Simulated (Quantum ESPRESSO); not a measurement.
# MgS (Niningerite) (Fm-3m) in Quantum ESPRESSO: equation of state

Aim: energy against volume of MgS (Niningerite) in PBEsol, for its equilibrium volume and stiffness.

Program: Quantum ESPRESSO 7.5. These are calculated values, not measurements. Logs are shortened: lines on timing, memory, paths and dates and some standing lists are left out, and cuts for length are marked.

## Step 1: The crystal as given

It takes space group Fm-3m (No. 225, cubic). The conventional cell has a = 5.203 Å, b = 5.203 Å, c = 5.203 Å, α = 90.00°, β = 90.00°, γ = 90.00°. S (site symmetry m-3m) is surrounded by 6 Mg at 2.60 Å. Mg (site symmetry m-3m) is surrounded by 6 S at 2.60 Å.

## Step 2: Single point, PBEsol, 16.55 Å³/atom

Contents of pw.in:

```
&CONTROL
  calculation = 'scf'
  prefix = 'pwscf'
  outdir = './tmp'
  pseudo_dir = './pseudo'
  tprnfor = .true.
  tstress = .true.
  disk_io = 'nowf'
/
&SYSTEM
  ibrav = 0
  nat = 2
  ntyp = 2
  ecutwfc = 45
  ecutrho = 360
  nbnd = 14
  occupations = 'smearing'
  smearing = 'fd'
  degauss = 0.00367493
/
&ELECTRONS
  conv_thr = 4d-10
  electron_maxstep = 120
  mixing_beta = 0.5
/
ATOMIC_SPECIES
S     32.0600 s_pbesol_v1.4.uspp.F.UPF
Mg    24.3050 mg_pbesol_v1.4.uspp.F.UPF
CELL_PARAMETERS angstrom
   0.0000000000    2.5485401997    2.5485401997
   2.5485401997    0.0000000000    2.5485401997
   2.5485401997    2.5485401997    0.0000000000
ATOMIC_POSITIONS crystal
S      0.5000000000    0.5000000000    0.5000000000
Mg     0.0000000000    0.0000000000    0.0000000000
K_POINTS automatic
9 9 9 0 0 0
```

Potentials or basis: GBRV 1.5 PBEsol.

Launch:

```console
$ OMP_NUM_THREADS=1 mpirun -n 2 pw.x -nk 2 -in pw.in > pw.out
```

pw.out:

```text
This program is part of the open-source Quantum ESPRESSO suite
     for quantum simulation of materials; please cite
         "P. Giannozzi et al., J. Phys.:Condens. Matter 21 395502 (2009);
         "P. Giannozzi et al., J. Phys.:Condens. Matter 29 465901 (2017);
         "P. Giannozzi et al., J. Chem. Phys. 152 154105 (2020);
     in publications or presentations arising from this work. More details at

     Message from routine setup:
     using ibrav=0 with symmetry is DISCOURAGED, use correct ibrav instead

     K-points division:     npool     =       2
     Subspace diagonalization in iterative solution of the eigenvalue problem:
     a serial algorithm will be used

     G-vector sticks info
     --------------------
     sticks:   dense  smooth     PW     G-vecs:    dense   smooth      PW
     Sum        1159     583    187                25821     9185    1639

     Using Slab Decomposition

     bravais-lattice index     =            0
     lattice parameter (alat)  =       6.8109  a.u.
     unit-cell volume          =     223.4092 (a.u.)^3
     number of atoms/cell      =            2
     number of atomic types    =            2
     number of electrons       =        16.00
     number of Kohn-Sham states=           14
     kinetic-energy cutoff     =      45.0000  Ry
     charge density cutoff     =     360.0000  Ry
     scf convergence threshold =      4.0E-10
     mixing beta               =       0.5000
     number of iterations used =            8  plain     mixing
     Exchange-correlation= SLA  PW   PSX  PSC
                           (   1   4  10   8   0   0   0)

     celldm(1)=   6.810913  celldm(2)=   0.000000  celldm(3)=   0.000000
     celldm(4)=   0.000000  celldm(5)=   0.000000  celldm(6)=   0.000000

     crystal axes: (cart. coord. in units of alat)
               a(1) = (   0.000000   0.707107   0.707107 )
               a(2) = (   0.707107   0.000000   0.707107 )
               a(3) = (   0.707107   0.707107   0.000000 )

     reciprocal axes: (cart. coord. in units 2 pi/alat)
               b(1) = ( -0.707107  0.707107  0.707107 )
               b(2) = (  0.707107 -0.707107  0.707107 )
               b(3) = (  0.707107  0.707107 -0.707107 )

     PseudoPot. # 1 for S  read from file:
     s_pbesol_v1.4.uspp.F.UPF
     Pseudo is Ultrasoft + core correction, Zval =  6.0
     Generated by new atomic code, or converted to UPF format
     Using radial grid of  907 points,  6 beta functions with:
                l(1) =   0
                l(2) =   0
                l(3) =   1
                l(4) =   1
                l(5) =   2
                l(6) =   2
     Q(r) pseudized with  8 coefficients,  rinner =    1.300   1.300   1.300
                                                       1.300   1.300

     PseudoPot. # 2 for Mg read from file:
     mg_pbesol_v1.4.uspp.F.UPF
     Pseudo is Ultrasoft, Zval = 10.0
     Generated by new atomic code, or converted to UPF format
     Using radial grid of  821 points,  7 beta functions with:
                l(1) =   0
                l(2) =   0
                l(3) =   0
                l(4) =   1
                l(5) =   1
                l(6) =   2
                l(7) =   2
     Q(r) pseudized with  8 coefficients,  rinner =    1.200   1.200   1.200
                                                       1.200   1.200

     atomic species   valence    mass     pseudopotential
     S                 6.00    32.06000     S ( 1.00)
     Mg               10.00    24.30500     Mg( 1.00)

     48 Sym. Ops., with inversion, found

   Cartesian axes

     site n.     atom                  positions (alat units)
         1        S      tau(   1) = (   0.7071068   0.7071068   0.7071068  )
         2        Mg     tau(   2) = (   0.0000000   0.0000000   0.0000000  )

     number of k points=    35  Fermi-Dirac smearing, width (Ry)=  0.0037
                       cart. coord. in units 2pi/alat
        k(    1) = (   0.0000000   0.0000000   0.0000000), wk =   0.0027435
        k(    2) = (   0.0785674   0.0785674  -0.0785674), wk =   0.0219479
        k(    3) = (   0.1571348   0.1571348  -0.1571348), wk =   0.0219479
        k(    4) = (   0.2357023   0.2357023  -0.2357023), wk =   0.0219479
        k(    5) = (   0.3142697   0.3142697  -0.3142697), wk =   0.0219479
        k(    6) = (   0.1571348   0.0000000  -0.0000000), wk =   0.0164609
[... 27 lines left out ...]
        k(   34) = (  -0.0000000  -0.4714045   0.6285394), wk =   0.0658436
        k(   35) = (  -0.0785674  -0.3928371   0.7071068), wk =   0.0658436

     Dense  grid:    25821 G-vectors     FFT dimensions: (  45,  45,  45)

     Smooth grid:     9185 G-vectors     FFT dimensions: (  30,  30,  30)

     Initial potential from superposition of free atoms

     starting charge      15.6997, renormalised to      16.0000
     Starting wfcs are    9 randomized atomic wfcs +    5 random wfcs

     Self-consistent Calculation

     iteration #  1     ecut=    45.00 Ry     beta= 0.50
     Davidson diagonalization with overlap
     ethr =  1.00E-02,  avg # of iterations =  7.5

     Threshold (ethr) on eigenvalues was too large:
     Diagonalizing with lowered threshold

     Davidson diagonalization with overlap
     ethr =  9.45E-04,  avg # of iterations =  1.1

     total energy              =    -149.32209683 Ry
     estimated scf accuracy    <       0.15025141 Ry

     iteration #  2     ecut=    45.00 Ry     beta= 0.50
     Davidson diagonalization with overlap
     ethr =  9.39E-04,  avg # of iterations =  1.9

     total energy              =    -149.34452292 Ry
     estimated scf accuracy    <       0.00728458 Ry

     iteration #  3     ecut=    45.00 Ry     beta= 0.50
     Davidson diagonalization with overlap
     ethr =  4.55E-05,  avg # of iterations =  3.8

     total energy              =    -149.34462783 Ry
     estimated scf accuracy    <       0.00115165 Ry

     iteration #  4     ecut=    45.00 Ry     beta= 0.50
     Davidson diagonalization with overlap
     ethr =  7.20E-06,  avg # of iterations =  3.1

     total energy              =    -149.34470040 Ry
     estimated scf accuracy    <       0.00002853 Ry

     iteration #  5     ecut=    45.00 Ry     beta= 0.50
     Davidson diagonalization with overlap
     ethr =  1.78E-07,  avg # of iterations =  2.7

     total energy              =    -149.34470525 Ry
     estimated scf accuracy    <       0.00000090 Ry

     iteration #  6     ecut=    45.00 Ry     beta= 0.50
     Davidson diagonalization with overlap
     ethr =  5.64E-09,  avg # of iterations =  4.0

     total energy              =    -149.34470578 Ry
     estimated scf accuracy    <       0.00000006 Ry

     iteration #  7     ecut=    45.00 Ry     beta= 0.50
     Davidson diagonalization with overlap
     ethr =  4.00E-10,  avg # of iterations =  2.0

     total energy              =    -149.34470578 Ry
     estimated scf accuracy    <          5.4E-09 Ry

     iteration #  8     ecut=    45.00 Ry     beta= 0.50
     Davidson diagonalization with overlap
     ethr =  3.35E-11,  avg # of iterations =  2.6

     End of self-consistent calculation

          k = 0.0000 0.0000 0.0000 (  1139 PWs)   bands (ev):

   -67.3324 -34.2922 -34.2922 -34.2922  -6.1388   6.9101   6.9101   6.9101
    11.0035  14.6752  14.6752  14.6752  17.1803  17.1803

          k = 0.0786 0.0786-0.0786 (  1137 PWs)   bands (ev):

   -67.3323 -34.2933 -34.2923 -34.2923  -6.0047   5.9953   6.8160   6.8160
    11.6697  14.4269  14.9143  14.9143  16.6719  16.6719

          k = 0.1571 0.1571-0.1571 (  1134 PWs)   bands (ev):

   -67.3322 -34.2960 -34.2927 -34.2927  -5.6301   4.3237   6.5992   6.5992
    12.0160  14.8237  14.8237  15.0851  16.8560  16.8560

          k = 0.2357 0.2357-0.2357 (  1149 PWs)   bands (ev):

   -67.3320 -34.2991 -34.2931 -34.2931  -5.1182   2.7792   6.3823   6.3823
    11.6712  14.2035  14.2035  16.7518  18.4179  18.4179

          k = 0.3143 0.3143-0.3143 (  1143 PWs)   bands (ev):

   -67.3319 -34.3011 -34.2934 -34.2934  -4.7049   1.8156   6.2539   6.2539
    11.4225  13.8231  13.8231  17.6289  19.0358  20.5283

          k = 0.1571 0.0000-0.0000 (  1155 PWs)   bands (ev):

   -67.3323 -34.2932 -34.2926 -34.2926  -5.9606   6.0360   6.6142   6.6142
    11.9754  13.8353  15.2743  15.2743  15.7106  17.3937

          k = 0.2357 0.0786-0.0786 (  1142 PWs)   bands (ev):

   -67.3322 -34.2952 -34.2930 -34.2929  -5.6673   4.7839   6.3350   6.4159
    12.5636  13.6652  14.5854  15.6032  16.3731  17.6142

          k = 0.3143 0.1571-0.1571 (  1139 PWs)   bands (ev):

   -67.3320 -34.2981 -34.2935 -34.2933  -5.1984   3.2934   6.1001   6.1173
    12.2657  13.7829  14.9708  15.0612  18.0063  18.9663

          k = 0.3928 0.2357-0.2357 (  1138 PWs)   bands (ev):

   -67.3319 -34.3004 -34.2938 -34.2937  -4.7362   2.1702   5.7772   6.0398
    12.0131  13.3488  14.4565  16.7531  18.9937  20.3565

          k =-0.2357-0.3928 0.3928 (  1152 PWs)   bands (ev):

   -67.3319 -34.3010 -34.2941 -34.2936  -4.5824   1.8461   5.5782   6.1232
    12.0101  13.3090  14.1483  17.7745  19.2523  20.3167

          k =-0.1571-0.3143 0.3143 (  1135 PWs)   bands (ev):

   -67.3319 -34.2997 -34.2941 -34.2932  -4.8733   2.4811   5.5714   6.3397
    12.2362  13.6794  14.2199  16.6331  18.1104  19.5423

          k =-0.0786-0.2357 0.2357 (  1131 PWs)   bands (ev):

   -67.3321 -34.2971 -34.2937 -34.2927  -5.3670   3.7612   5.7906   6.6118
    12.6033  14.3082  14.6918  14.9712  16.3632  18.9824

          k =-0.0000-0.1571 0.1571 (  1153 PWs)   bands (ev):

   -67.3322 -34.2946 -34.2930 -34.2924  -5.7905   5.1464   6.2688   6.8127
    12.4096  14.0135  15.1840  15.2102  15.6052  17.3656

          k = 0.3143 0.0000-0.0000 (  1134 PWs)   bands (ev):

   -67.3321 -34.2957 -34.2936 -34.2936  -5.4691   4.5461   5.9922   5.9922
    12.4392  12.5230  15.0338  16.7325  16.7325  17.9997

          k = 0.3928 0.0786-0.0786 (  1137 PWs)   bands (ev):
[... 56 lines left out ...]
   -67.3320 -34.2968 -34.2941 -34.2931  -5.3263   3.9769   5.5627   6.3093
    13.0455  13.2542  14.0843  16.1265  16.5823  19.1656

          k = 0.3928 0.2357-0.0786 (  1138 PWs)   bands (ev):

   -67.3319 -34.2988 -34.2949 -34.2935  -4.8702   2.9629   5.0214   6.0271
    12.7252  13.3609  14.5057  15.7964  18.0585  21.1460

          k =-0.2357-0.3928 0.5500 (  1136 PWs)   bands (ev):

   -67.3318 -34.3001 -34.2952 -34.2939  -4.5134   2.2290   4.8088   5.7924
    12.6250  12.9045  15.1083  16.4716  19.4437  20.5554

          k = 0.4714 0.1571-0.0000 (  1145 PWs)   bands (ev):

   -67.3319 -34.2987 -34.2953 -34.2944  -4.7224   3.0763   4.9330   5.4575
    11.6116  12.4289  15.4017  17.5046  18.5474  21.1878

          k =-0.1571-0.4714 0.6285 (  1144 PWs)   bands (ev):

   -67.3318 -34.2993 -34.2963 -34.2948  -4.3918   2.7040   4.2442   5.2075
    11.6728  13.4250  15.0721  17.0907  19.6841  21.7048

          k =-0.0786-0.3928 0.5500 (  1133 PWs)   bands (ev):

   -67.3318 -34.2991 -34.2971 -34.2946  -4.2964   2.6885   3.7651   5.2982
    11.9738  14.0493  15.6905  15.9849  19.2629  20.6347

          k =-0.0000-0.3143 0.4714 (  1136 PWs)   bands (ev):

   -67.3318 -34.2989 -34.2966 -34.2941  -4.5052   2.8270   4.0196   5.6441
    12.5300  13.9826  14.4415  16.4467  18.6225  20.5832

          k =-0.0786-0.5500 0.7071 (  1148 PWs)   bands (ev):

   -67.3317 -34.2997 -34.2961 -34.2955  -4.2663   2.6003   4.5838   4.8215
    10.7212  11.9766  17.0079  18.2767  20.4889  22.2197

          k =-0.0000-0.4714 0.6285 (  1140 PWs)   bands (ev):

   -67.3317 -34.2991 -34.2972 -34.2953  -4.1915   2.8518   3.6940   4.8895
    11.2835  13.3013  16.2711  16.7932  20.3893  21.3572

          k =-0.0786-0.3928 0.7071 (  1141 PWs)   bands (ev):

   -67.3317 -34.2986 -34.2974 -34.2954  -4.2073   3.0362   3.6328   4.5958
    12.2588  14.1938  14.6673  16.1350  20.8710  21.1955

     the Fermi energy is     8.5710 ev

!    total energy              =    -149.34470579 Ry
     estimated scf accuracy    <          1.6E-11 Ry
     smearing contrib. (-TS)   =      -0.00000000 Ry
     internal energy E=F+TS    =    -149.34470579 Ry

     The total energy is F=E-TS. E is the sum of the following terms:
     one-electron contribution =     -96.16001520 Ry
     hartree contribution      =      50.29410415 Ry
     xc contribution           =     -25.16666287 Ry
     ewald contribution        =     -78.31213187 Ry

     convergence has been achieved in   8 iterations

     Forces acting on atoms (cartesian axes, Ry/au):

     atom    1 type  1   force =     0.00000000    0.00000000   -0.00000000
     atom    2 type  2   force =     0.00000000    0.00000000   -0.00000000

     Total force =     0.000000     Total SCF correction =     0.000000

     Computing stress (Cartesian axis) and pressure

          total   stress  (Ry/bohr**3)                   (kbar)     P=       41.48
   0.00028195   0.00000000   0.00000000           41.48        0.00        0.00
   0.00000000   0.00028195  -0.00000000            0.00       41.48       -0.00
   0.00000000  -0.00000000   0.00028195            0.00       -0.00       41.48

=------------------------------------------------------------------------------=
   JOB DONE.
=------------------------------------------------------------------------------=
```

Run time: 7.4 s. Hardware: 2 MPI ranks of Arm Neoverse V2, shared host; peak memory 0.2 GiB.

What came out:

| Quantity | Value |
| --- | --- |
| Free energy | -2031.9382 eV |
| Pressure | 4.1 GPa |
| Band gap on the k mesh | 2.96 eV, indirect (least direct gap 4.09 eV) |

Caveat: an odd mesh through Γ misses points on the zone boundary, where band edges often lie.

## Step 3: Single point, PBEsol, 16.91 Å³/atom

Changes to pw.in since step 2:

```diff
@@ -29,5 +29,5 @@
 CELL_PARAMETERS angstrom
-   0.0000000000    2.5485401997    2.5485401997
-   2.5485401997    0.0000000000    2.5485401997
-   2.5485401997    2.5485401997    0.0000000000
+   0.0000000000    2.5664882573    2.5664882573
+   2.5664882573    0.0000000000    2.5664882573
+   2.5664882573    2.5664882573    0.0000000000
 ATOMIC_POSITIONS crystal
```

Potentials or basis: GBRV 1.5 PBEsol.

Launch:

```console
$ OMP_NUM_THREADS=1 mpirun -n 2 pw.x -nk 2 -in pw.in > pw.out
```

Run time: 7.5 s. Hardware: 2 MPI ranks of Arm Neoverse V2, shared host; peak memory 0.2 GiB.

Results (log left out):

* Free energy: -2031.9525 eV
* Pressure: 2.2 GPa
* Band gap on the k mesh: 2.92 eV, indirect (least direct gap 3.92 eV)

Caveat: an odd mesh through Γ misses points on the zone boundary, where band edges often lie.

## Step 4: Single point, PBEsol, 17.26 Å³/atom

Changes to pw.in since step 3:

```diff
@@ -29,5 +29,5 @@
 CELL_PARAMETERS angstrom
-   0.0000000000    2.5664882573    2.5664882573
-   2.5664882573    0.0000000000    2.5664882573
-   2.5664882573    2.5664882573    0.0000000000
+   0.0000000000    2.5841887356    2.5841887356
+   2.5841887356    0.0000000000    2.5841887356
+   2.5841887356    2.5841887356    0.0000000000
 ATOMIC_POSITIONS crystal
```

Launch:

```console
$ OMP_NUM_THREADS=1 mpirun -n 2 pw.x -nk 2 -in pw.in > pw.out
```

Wall time 7.7 s (2 MPI ranks of Arm Neoverse V2, shared host); peak memory 0.2 GiB.

It converged, with:

```yaml
Free_energy: -2031.9587 eV
Pressure: 0.5 GPa
Band_gap_on_the_k_mesh: 2.88 eV, indirect (least direct gap 3.75 eV)
```

Caveat: an odd mesh through Γ misses points on the zone boundary, where band edges often lie.

[end of part 1 of 2]
